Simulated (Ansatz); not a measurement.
# CoO (P3m1) in Ansatz: a series of runs

Runs on CoO. Level: PBEsol. Tasks: single point, equation of state.

Everything below comes from runs of Ansatz 0.2.0. Logs are shortened: lines on timing, memory, paths and dates and some standing lists are left out, and cuts for length are marked.

## Step 1: The structure

Symmetry: P6_3mc, No. 186, hexagonal system. The conventional cell has a = 3.198 Å, b = 3.198 Å, c = 5.229 Å, α = 90.00°, β = 90.00°, γ = 120.00°. Co (site symmetry 3m) is surrounded by 4 O at 1.93 to 1.97 Å. Around O (site symmetry 3m) lie 4 Co at 1.93 to 1.97 Å.

Measurements of this composition are mostly on another form, of space group No. 225.

## Step 2: Single point, PBEsol, collinear spin, ferromagnetic start, 10.88 Å³/atom (volume scaled by 0.94)

Input file input.yaml:

```yaml
crystal:
  lattice:
    - [3.1323693509, 0.0, 0.0]
    - [-1.5661846755, 2.712711432, 0.0]
    - [0.0, 0.0, 5.1219713984]
  atoms:
    - { symbol: Co, position: [0.3333333333, 0.6666666667, 0.50336241], spin: 2.0 }
    - { symbol: Co, position: [0.0, 0.0, 0.00347414], spin: 2.0 }
    - { symbol: O, position: [0.3333333333, 0.6666666667, 0.8715556] }
    - { symbol: O, position: [0.0, 0.0, 0.37160885] }
kpoints:
  mp_grid: { grid: [10, 10, 5] }
scf:
  occupations: { method: fermi_dirac, width: 0.05 }
hamiltonian:
  xc: pbesol
  pseudopotentials: { kind: all_electron, lapw: { basis_error: 0.002 } }
magnetization:
  spin_polarized: true
output:
  forces: true
  stress: true
  eigenvalues: true
```

Potentials or basis: all-electron LAPW, scalar-relativistic.

Launch:

```bash
> ansatz run input.yaml --threads 4 --pin off --max-ram 12288MiB --backend cpu --events-out ev --progress --plain --runs-dir out
```

Log:

```text
Warning: RAYON_NUM_THREADS=4 ignored (pool sized by the plan → 4); use --threads N
LAPW: plane waves up to 10.655 Å⁻¹, error target 2.0e-3 eV per atom; small_component_spin mean_spin; O in spheres of 0.846 Å, 8 of its electrons in bands, Dirac shells []; Co in spheres of 1.039 Å, 17 of its electrons in bands, Dirac shells [] (how accurate: hamiltonian.pseudopotentials.lapw.basis_error, Limitations)
Engine: ansatz 0.2.0, x86_64-unknown-linux-gnu
Pseudopotentials: kind: all_electron
Pseudopotential: Co, LAPW, valence charge 17, lapw/all_electron/scalar/gaussian/Co, Koelling and Harmon's equation, gaussian nucleus
Pseudopotential: O, LAPW, valence charge 8, lapw/all_electron/scalar/gaussian/O, Koelling and Harmon's equation, gaussian nucleus
Functional definition: PBEsol
  exchange = pbesol_x
  correlation = pbesol_c
Crystal: 4 atoms, lattice volume = 43.522 Å³
Basis set: ecut = 432.5425182894684 eV, 893 PW (Γ), exchange–correlation at level 2
Bands: 33, of which v1, the nominal top of the filled ones, is band 25 counted from 1 (24 counted from 0)
Symmetry: 6 space group operations
Space group: P3m1 (ITA 156), of the structure as read, at distance tolerance 3.5e-5 Å
Magnetic group: BNS 156.49 (UNI 1279), of the structure as read, at distance tolerance 3.5e-5 Å
k-points: 58 of 500 (time reversal used)
Non-local potential: Co, projectors of the file, none
Non-local potential: O, projectors of the file, none
Initial density: superposition of atomic densities (chi_scale 0.1, normalization cell, long waves kept (reshape's long-wave potential 0.00 eV rms))
Starting moments: Σ|m| = 4 μB on 2 of 4 sites
Initial wavefunctions: plane waves of lowest kinetic energy (no species holds an atomic orbital)
Functional: x = pbesol(κ = 0.804, μ = 0.12345679012345678), c = pbesol(β = 0.046)
iter 1 solved again at ethr=9.27e-3 eV; its pass at ethr=1.00e-1 eV (dr2=4.64e0 eV) is discarded
SCF iter   1: F=—  HF=-79851.709370 eV  |F-HF|=—  |Δ(HF+E_count)|=         —  Δρ=6.74e-2 (↑6.74e-2 ↓5.97e-2)  dr2=4.64e0  dr2_m=7.05e-1  M=5.999 μB ∫|m|=6.003 μB  β_m=0.30  ethr=9.27e-3  ⟨swp⟩=2.0  Hψ=24745  notcnv=0
Mixer restart at iter 1: flushing history
preconditioner: auto → Kerker (q_TF=auto, 2.792 Å⁻¹)  [metal: Δε(μ)=0.001 eV  Ē_g=11.886 eV  σ=0.050 eV  W_gap=0.00  n_scr=22 (ndim 8)  ℏωp=30.8 eV  f_vac=0.000  D(μ)=6.08/eV (n_scr^D=98)]
spin=Collinear: Kerker preconditioning applied to the charge; magnetization (m = ρ↑ − ρ↓) channel mixes plain (no charge-response kernel on spin).
SCF iter   2: F=—  HF=-79849.966054 eV  |F-HF|=—  |Δ(HF+E_count)|=    1.74e0  Δρ=3.68e-2 (↑3.68e-2 ↓2.50e-2)  dr2=1.15e0  dr2_m=1.93e-1  M=5.673 μB ∫|m|=5.675 μB  β_m=0.42  ethr=9.27e-3  ⟨swp⟩=2.0  Hψ=11484  notcnv=0
SCF iter   3: F=—  HF=-79849.794202 eV  |F-HF|=—  |Δ(HF+E_count)|=   1.72e-1  Δρ=1.78e-2 (↑1.78e-2 ↓1.25e-2)  dr2=3.89e-1  dr2_m=2.90e-2  M=5.581 μB ∫|m|=5.586 μB  β_m=0.49  ethr=2.31e-3  ⟨swp⟩=2.0  Hψ=11717  notcnv=0
SCF iter   4: F=—  HF=-79849.747903 eV  |F-HF|=—  |Δ(HF+E_count)|=         —  Δρ=9.56e-3 (↑5.98e-3 ↓9.56e-3)  dr2=9.02e-2  dr2_m=9.06e-3  M=5.364 μB ∫|m|=5.371 μB  β_m=0.50  ethr=7.78e-4  ⟨swp⟩=2.0  Hψ=11716  notcnv=0
[... 15 lines left out ...]
SCF iter  16: F=—  HF=-79850.336390 eV  |F-HF|=—  |Δ(HF+E_count)|=   3.62e-1  Δρ=3.02e-2 (↑3.02e-2 ↓3.00e-2)  dr2=2.78e0  dr2_m=6.94e-2  M=0.724 μB ∫|m|=4.527 μB  β_m=0.45  ethr=1.00e-4  ⟨swp⟩=3.0  Hψ=13886  notcnv=0  recentre
SCF iter  17: F=—  HF=-79849.924110 eV  |F-HF|=—  |Δ(HF+E_count)|=   4.12e-1  Δρ=7.34e-3 (↑7.34e-3 ↓6.36e-3)  dr2=2.84e-2  dr2_m=1.57e-2  M=0.022 μB ∫|m|=4.578 μB  β_m=0.50  ethr=1.00e-4  ⟨swp⟩=3.0  Hψ=13749  notcnv=0
SCF iter  18: F=—  HF=-79849.919846 eV  |F-HF|=—  |Δ(HF+E_count)|=   4.26e-3  Δρ=1.87e-3 (↑8.28e-4 ↓1.87e-3)  dr2=6.16e-3  dr2_m=2.13e-4  M=-0.031 μB ∫|m|=4.650 μB  β_m=0.50  ethr=5.69e-5  ⟨swp⟩=2.1  Hψ=10966  notcnv=0
SCF iter  19: F=—  HF=-79849.919792 eV  |F-HF|=—  |Δ(HF+E_count)|=   5.38e-5  Δρ=9.37e-4 (↑6.31e-4 ↓9.37e-4)  dr2=2.32e-3  dr2_m=5.91e-5  M=-0.022 μB ∫|m|=4.646 μB  β_m=0.68  ethr=1.23e-5  ⟨swp⟩=2.0  Hψ=10846  notcnv=0
SCF iter  20: F=—  HF=-79849.919714 eV  |F-HF|=—  |Δ(HF+E_count)|=   7.77e-5  Δρ=3.66e-4 (↑2.40e-4 ↓3.66e-4)  dr2=1.52e-4  dr2_m=1.87e-5  M=-0.008 μB ∫|m|=4.649 μB  β_m=0.84  ethr=4.64e-6  ⟨swp⟩=2.0  Hψ=10846  notcnv=0
SCF iter  21: F=—  HF=-79849.919763 eV  |F-HF|=—  |Δ(HF+E_count)|=   4.84e-5  Δρ=2.97e-4 (↑2.97e-4 ↓2.62e-4)  dr2=2.60e-5  dr2_m=2.78e-5  M=-0.007 μB ∫|m|=4.653 μB  β_m=0.87  ethr=3.03e-7  ⟨swp⟩=2.2  Hψ=10876  notcnv=0
SCF iter  22: F=—  HF=-79849.919759 eV  |F-HF|=—  |Δ(HF+E_count)|=   4.12e-6  Δρ=5.36e-5 (↑5.26e-5 ↓5.36e-5)  dr2=9.00e-6  dr2_m=1.91e-7  M=-0.004 μB ∫|m|=4.651 μB  β_m=0.94  ethr=5.21e-8  ⟨swp⟩=2.7  Hψ=11088  notcnv=0
SCF iter  23: F=—  HF=-79849.919761 eV  |F-HF|=—  |Δ(HF+E_count)|=   1.90e-6  Δρ=3.93e-5 (↑3.93e-5 ↓2.27e-5)  dr2=1.99e-6  dr2_m=1.11e-7  M=-0.003 μB ∫|m|=4.652 μB  β_m=0.83  ethr=1.80e-8  ⟨swp⟩=2.0  Hψ=10846  notcnv=0
SCF iter  24: F=—  HF=-79849.919760 eV  |F-HF|=—  |Δ(HF+E_count)|=   1.04e-7  Δρ=1.02e-5 (↑1.02e-5 ↓8.13e-6)  dr2=1.58e-7  dr2_m=1.56e-8  M=-0.002 μB ∫|m|=4.652 μB  β_m=0.91  ethr=3.99e-9  ⟨swp⟩=2.9  Hψ=11012  notcnv=0
SCF iter  25: F=—  HF=-79849.919760 eV  |F-HF|=—  |Δ(HF+E_count)|=   1.62e-8  Δρ=3.97e-6 (↑3.38e-6 ↓3.97e-6)  dr2=4.67e-8  dr2_m=7.50e-10  M=-0.002 μB ∫|m|=4.652 μB  β_m=0.84  ethr=3.17e-10  ⟨swp⟩=2.0  Hψ=10848  notcnv=0
SCF iter  26: F=—  HF=-79849.919760 eV  |F-HF|=—  |Δ(HF+E_count)|=   1.32e-9  Δρ=3.24e-6 (↑3.00e-6 ↓3.24e-6)  dr2=2.30e-8  dr2_m=1.30e-9  M=-0.002 μB ∫|m|=4.652 μB  β_m=0.71  ethr=9.33e-11  ⟨swp⟩=2.9  Hψ=11004  notcnv=0
SCF iter  27: F=—  HF=-79849.919760 eV  |F-HF|=—  |Δ(HF+E_count)|=   1.70e-9  Δρ=2.19e-6 (↑1.45e-6 ↓2.19e-6)  dr2=8.09e-9  dr2_m=4.74e-10  M=-0.002 μB ∫|m|=4.652 μB  β_m=0.67  ethr=4.59e-11  ⟨swp⟩=2.0  Hψ=10846  notcnv=0
SCF iter  28: F=-79849.919760 eV  HF=-79849.919760 eV  |F-HF|=1.60e-8  |Δ(HF+E_count)|=   1.11e-9  Δρ=1.93e-6 (↑1.93e-6 ↓1.41e-6)  dr2=8.87e-9  dr2_m=3.22e-10  M=-0.002 μB ∫|m|=4.652 μB  ethr=1.62e-11  ⟨swp⟩=2.0  Hψ=10846  notcnv=0
SCF 1 converged in 28 iterations: F = -79849.919760 eV  dr2 = 8.87e-9
WARN: the starting moments were not kept: 1 of 2 ended reversed and 1 kept their direction, counting a site from 0.1 μB. The largest reversed, site 1 (counted from 0, in the order of the report's site_moments_mub), started with +2.0 μB and closes at -2.1e0 μB in its sphere. The net magnetisation is 2.1e-3 μB in size, at most 0.1 of the 4 μB that the starting moments add up to as vectors. The SCF closed on another magnetic arrangement than the starting moments describe; that does not show which of the two is lower. To try another start: change the starting moments (crystal.atoms[].spin, magnetization.per_species, magnetization.initial_magnetization, or on a non-collinear deck that types none of these the spinor_matrix: blocks that start its atoms; where the total moment is fixed, keep their sum and leave initial_magnetization as it is; typed ones take the place of any that the run laid by itself, positive ones on a crystal's lanthanoids without a Hubbard term where scf.initial_density.shell_occupations: [] is typed); see also scf.mixing.spin_hold.
SCF converged after 28 iterations
Magnetization: -0.0021 μB (24.9989 up, 25.0011 down)
Absolute magnetization: 4.6520 μB (∫|ρ↑−ρ↓|)
Spin contamination: 2.1626 ħ² per cell (⟨S²⟩ above its minimum at these occupations)
Per-site moments (μB) at R_I (Å): [(2.080138438888506, 1.039408703299706), (-2.081646273924477, 1.039408703299706), (-0.14190544155345242, 0.8461667239813088), (0.14141559802513637, 0.8461667239813088)]
Free energy (F): -79849.919760 eV
Harris-Foulkes:  -79849.919760 eV  (|F-HF|=1.60e-8)
Internal energy: -79849.880279 eV  (E = F + TS)
E sigma→0 (E₀):  -79849.900020 eV
Entropy (-TS):   -0.039481 eV (-9.870 meV/atom)
Fermi energy:    12.169418 eV
--- Per-component energies (eV) ---
  E_band       = -2669.459275
  E_kinetic    = 80957.831273
  E_xc         = -3632.017324
  E_electrostatic = -157175.694228  (all electrons and nuclei)
  E_smearing   = -0.039481  (= −TS)
  E_closure    = 0.000000  (closes the sum)
  E_atoms      = -79818.917895  (free atoms, spherical and without spin; not in F)
  Σ components = -79849.919760   (vs F -79849.919760, Δ=0.00e0)
  Basis errors (estimates in eV, not in F): energy 9.5e-4 per atom: plane waves 8.2e-4 (5.0e-4 summed), levels above the bands 1.9e-92, relativity 7.8e-8, radial functions 1.3e-4, core shells 2.5e-7; eigenvalues (radial functions only) 8.5e-6; not estimated: angular momenta, meshes, grids; target (lapw.basis_error) 2.0e-3; muffin-tin radii O 0.846 Å, Co 1.039 Å
--- Forces (eV/Å), atoms counted from 1 ---
  atom   1  Co    -0.00000000    -0.00000000     0.04841944
  atom   2  Co     0.00000000     0.00000000     0.04409084
  atom   3  O     -0.00000000     0.00000000    -0.04635340
  atom   4  O      0.00000000     0.00000000    -0.04615514
  max |Σ_I F_I| component: 1.74e-6 eV/Å
--- Stress (GPa, compression-positive) ---
       -3.944911      -0.000000      -0.000000
       -0.000000      -3.944911       0.000000
       -0.000000       0.000000      -0.032533
  P = ⅓ Tr σ = -2.6408 GPa (-26.408 kbar)
--- Band table (eV; the first three rows and the last of 116) ---
  k-point 0 ↑: bands = ["-493.5882", "-493.4506", "-84.0378", "-81.5496", "-47.6513", "-47.3666", "-47.3666", "-45.1334", "-44.9852", "-44.9852", "-8.2608", "-7.4774", "4.6499", "5.8639", "5.8639", "5.8745", "6.6987", "6.6987", "9.9016", "9.9016", "10.4590", "11.1910", "11.1910", "12.2545", "12.2545", "12.3634", "13.8048", "14.2118", "14.2118", "17.8694", "19.5706", "26.2243", "26.2243"]
  k-point 1 ↑: bands = ["-493.5882", "-493.4506", "-84.0378", "-81.5496", "-47.6512", "-47.3666", "-47.3666", "-45.1334", "-44.9852", "-44.9852", "-8.1965", "-7.5452", "4.6830", "5.6889", "5.8663", "5.8663", "6.6757", "6.6757", "9.9400", "9.9400", "10.6214", "11.2089", "11.2089", "12.2708", "12.2708", "12.6758", "13.8818", "14.1565", "14.1565", "17.0596", "20.3484", "25.2079", "26.1851"]
  k-point 2 ↑: bands = ["-493.5882", "-493.4506", "-84.0378", "-81.5496", "-47.6512", "-47.3666", "-47.3666", "-45.1335", "-44.9853", "-44.9853", "-8.0448", "-7.7024", "4.8114", "5.3269", "5.8705", "5.8705", "6.6385", "6.6385", "10.0045", "10.0045", "10.9196", "11.2298", "11.2298", "12.3090", "12.3090", "13.0242", "14.0603", "14.0603", "14.4734", "15.7595", "21.6776", "23.3307", "26.1898"]
  k-point 57 ↓: bands = ["-493.5855", "-493.4537", "-84.0377", "-81.5480", "-47.6512", "-47.3845", "-47.3795", "-45.1300", "-45.0055", "-44.9996", "-7.4810", "-7.2199", "5.0894", "5.1925", "5.5168", "5.8251", "6.5412", "6.8516", "9.2838", "10.0378", "10.4678", "10.6259", "10.8944", "11.3310", "11.8286", "12.2062", "12.9471", "13.1577", "19.0860", "19.5512", "20.5055", "20.8084", "22.0408"]
```

Wall time 90 s (4 threads of Intel Xeon at 2.70GHz, shared host); peak memory 0.77 GiB.

What came out:

```yaml
Free_energy: -79849.9198 eV
Pressure: -2.6 GPa
Largest_force: 0.048 eV/Å
Band_gap_on_the_k_mesh: none (metal or under the smearing width)
Net_moment: 0.00 μB per cell
Absolute_moment: 4.65 μB per cell
Site_moments: Co +2.08, -2.08; O -0.14, +0.14 μB
```

Caveat: semilocal functionals often make such compounds metallic where correlation or magnetic order opens a gap, which also shifts bond lengths; the starting moments weren't kept.

## Step 3: Single point, PBEsol, collinear spin, ferromagnetic start, 11.11 Å³/atom (volume scaled by 0.96)

Edit input.yaml of step 2 so:

```diff
@@ -2,5 +2,5 @@
   lattice:
-    - [3.1323693509, 0.0, 0.0]
-    - [-1.5661846755, 2.712711432, 0.0]
-    - [0.0, 0.0, 5.1219713984]
+    - [3.1544290168, 0.0, 0.0]
+    - [-1.5772145085, 2.731815663, 0.0]
+    - [0.0, 0.0, 5.158042808]
   atoms:
```

Potentials or basis: all-electron LAPW, scalar-relativistic.

Launch:

```bash
> ansatz run input.yaml --threads 4 --pin off --max-ram 12288MiB --backend cpu --events-out ev --progress --plain --runs-dir out
```

Run time: 98 s. Hardware: 4 threads of Intel Xeon at 2.70GHz, shared host; peak memory 0.76 GiB.

Results (log left out):

```yaml
Free_energy: -79849.8969 eV
Pressure: -5.2 GPa
Largest_force: 0.085 eV/Å
Band_gap_on_the_k_mesh: none (metal or under the smearing width)
Net_moment: 0.00 μB per cell
Absolute_moment: 4.78 μB per cell
Site_moments: Co +2.14, -2.14; O -0.15, +0.15 μB
```

Caveat: semilocal functionals often make such compounds metallic where correlation or magnetic order opens a gap, which also shifts bond lengths; the starting moments weren't kept.

## Step 4: Single point, PBEsol, collinear spin, ferromagnetic start, 11.34 Å³/atom (volume scaled by 0.98)

Edit input.yaml of step 3 so:

```diff
@@ -2,5 +2,5 @@
   lattice:
-    - [3.1544290168, 0.0, 0.0]
-    - [-1.5772145085, 2.731815663, 0.0]
-    - [0.0, 0.0, 5.158042808]
+    - [3.1761843872, 0.0, 0.0]
+    - [-1.5880921936, 2.7506563664, 0.0]
+    - [0.0, 0.0, 5.1936166411]
   atoms:
```

Launch:

```bash
> ansatz run input.yaml --threads 4 --pin off --max-ram 12288MiB --backend cpu --events-out ev --progress --plain --runs-dir out
```

Wall time 97 s (4 threads of Intel Xeon at 2.70GHz, shared host); peak memory 0.76 GiB.

It converged, with:

```yaml
Free_energy: -79849.8600 eV
Pressure: -7.5 GPa
Largest_force: 0.110 eV/Å
Band_gap_on_the_k_mesh: none (metal or under the smearing width)
Net_moment: 0.00 μB per cell
Absolute_moment: 4.89 μB per cell
Site_moments: Co +2.18, -2.18; O -0.16, +0.15 μB
```

Caveat: semilocal functionals often make such compounds metallic where correlation or magnetic order opens a gap, which also shifts bond lengths; the starting moments weren't kept.

## Step 5: Single point, PBEsol, collinear spin, ferromagnetic start, 11.58 Å³/atom

Edit input.yaml of step 4 so:

```diff
@@ -2,5 +2,5 @@
   lattice:
-    - [3.1761843872, 0.0, 0.0]
-    - [-1.5880921936, 2.7506563664, 0.0]
-    - [0.0, 0.0, 5.1936166411]
+    - [3.1976457435, 0.0, 0.0]
+    - [-1.5988228718, 2.7692424462, 0.0]
+    - [0.0, 0.0, 5.22870971]
   atoms:
```

Launch:

```bash
> ansatz run input.yaml --threads 4 --pin off --max-ram 12288MiB --backend cpu --events-out ev --progress --plain --runs-dir out
```

Run time: 1.7 min. Hardware: 4 threads of Intel Xeon at 2.70GHz, shared host; peak memory 0.77 GiB.

Results (log left out):

```yaml
Free_energy: -79849.8104 eV
Pressure: -9.6 GPa
Largest_force: 0.125 eV/Å
Band_gap_on_the_k_mesh: none (metal or under the smearing width)
Net_moment: 0.00 μB per cell
Absolute_moment: 4.99 μB per cell
Site_moments: Co +2.22, -2.22; O -0.16, +0.16 μB
```

Caveat: semilocal functionals often make such compounds metallic where correlation or magnetic order opens a gap, which also shifts bond lengths; the starting moments weren't kept.

## Step 6: Single point, PBEsol, collinear spin, ferromagnetic start, 11.81 Å³/atom (volume scaled by 1.02)

Edit input.yaml of step 5 so:

```diff
@@ -2,5 +2,5 @@
   lattice:
-    - [3.1976457435, 0.0, 0.0]
-    - [-1.5988228718, 2.7692424462, 0.0]
-    - [0.0, 0.0, 5.22870971]
+    - [3.2188228225, 0.0, 0.0]
+    - [-1.6094114113, 2.7875823346, 0.0]
+    - [0.0, 0.0, 5.2633379358]
   atoms:
```

Potentials or basis: all-electron LAPW, scalar-relativistic.

Launch:

```bash
> ansatz run input.yaml --threads 4 --pin off --max-ram 12288MiB --backend cpu --events-out ev --progress --plain --runs-dir out
```

Run time: 99 s. Hardware: 4 threads of Intel Xeon at 2.70GHz, shared host; peak memory 0.76 GiB.

The run converged. Its results:

* Free energy: -79849.7490 eV
* Pressure: -11.6 GPa
* Largest force: 0.131 eV/Å
* Band gap on the k mesh: none (metal or under the smearing width)
* Net moment: 0.00 μB per cell
* Absolute moment: 5.06 μB per cell
* Site moments: Co +2.26, -2.26; O -0.16, +0.16 μB

Caveat: semilocal functionals often make such compounds metallic where correlation or magnetic order opens a gap, which also shifts bond lengths; the starting moments weren't kept.

## Step 7: Single point, PBEsol, collinear spin, ferromagnetic start, 12.04 Å³/atom (volume scaled by 1.04)

Edit input.yaml of step 6 so:

```diff
@@ -2,5 +2,5 @@
   lattice:
-    - [3.2188228225, 0.0, 0.0]
-    - [-1.6094114113, 2.7875823346, 0.0]
-    - [0.0, 0.0, 5.2633379358]
+    - [3.2397248551, 0.0, 0.0]
+    - [-1.6198624276, 2.8056840258, 0.0]
+    - [0.0, 0.0, 5.2975164125]
   atoms:
```

Launch:

```bash
> ansatz run input.yaml --threads 4 --pin off --max-ram 12288MiB --backend cpu --events-out ev --progress --plain --runs-dir out
```

Run time: 1.7 min. Hardware: 4 threads of Intel Xeon at 2.70GHz, shared host; peak memory 0.76 GiB.

Results (log left out):

- Free energy: -79849.6771 eV
- Pressure: -13.3 GPa
- Largest force: 0.130 eV/Å
- Net moment: 0.00 μB per cell
- Absolute moment: 5.12 μB per cell
- Site moments: Co +2.28, -2.28; O -0.16, +0.16 μB

Caveat: the starting moments weren't kept.

## Step 8: Single point, PBEsol, collinear spin, ferromagnetic start, 12.27 Å³/atom (volume scaled by 1.06)

Edit input.yaml of step 7 so:

```diff
@@ -2,5 +2,5 @@
   lattice:
-    - [3.2397248551, 0.0, 0.0]
-    - [-1.6198624276, 2.8056840258, 0.0]
-    - [0.0, 0.0, 5.2975164125]
+    - [3.2603606016, 0.0, 0.0]
+    - [-1.6301803009, 2.8235551065, 0.0]
+    - [0.0, 0.0, 5.331259465]
   atoms:
```

Launch:

```bash
> ansatz run input.yaml --threads 4 --pin off --max-ram 12288MiB --backend cpu --events-out ev --progress --plain --runs-dir out
```

Wall time 97 s (4 threads of Intel Xeon at 2.70GHz, shared host); peak memory 0.75 GiB.

It converged, with:

| Item | Value |
| --- | --- |
| Free energy | -79849.5954 eV |
| Pressure | -14.9 GPa |
| Largest force | 0.126 eV/Å |
| Band gap on the k mesh | none (metal or under the smearing width) |
| Net moment | 0.00 μB per cell |
| Absolute moment | 5.16 μB per cell |
| Site moments | Co +2.31, -2.31; O -0.16, +0.16 μB |

Caveat: semilocal functionals often make such compounds metallic where correlation or magnetic order opens a gap, which also shifts bond lengths; the starting moments weren't kept.

## Step 9: Equation of state, PBEsol, collinear spin, ferromagnetic start

Potentials or basis: all-electron LAPW, scalar-relativistic.

No new run: the results of the series are fitted here.

Results:

| Quantity | Value |
| --- | --- |
| Equilibrium volume | 10.66 Å³/atom (rough: see the caveat) |
| Bulk modulus at fixed shape and positions | 134 GPa (rough) |

Energy against volume, from the lowest point:
```tsv
volume (Å³/atom)	energy (meV/atom)
10.881	0.00
11.112	5.71
11.344	14.93
11.575	27.35
11.807	42.68
12.038	60.66
12.270	81.10
```

Caveat: the minimum lies outside the volumes run; the cell was scaled at fixed shape and fractional positions, which overstates the stiffness of a crystal with free parameters, most of all of layers and chains; the starting moments weren't kept.
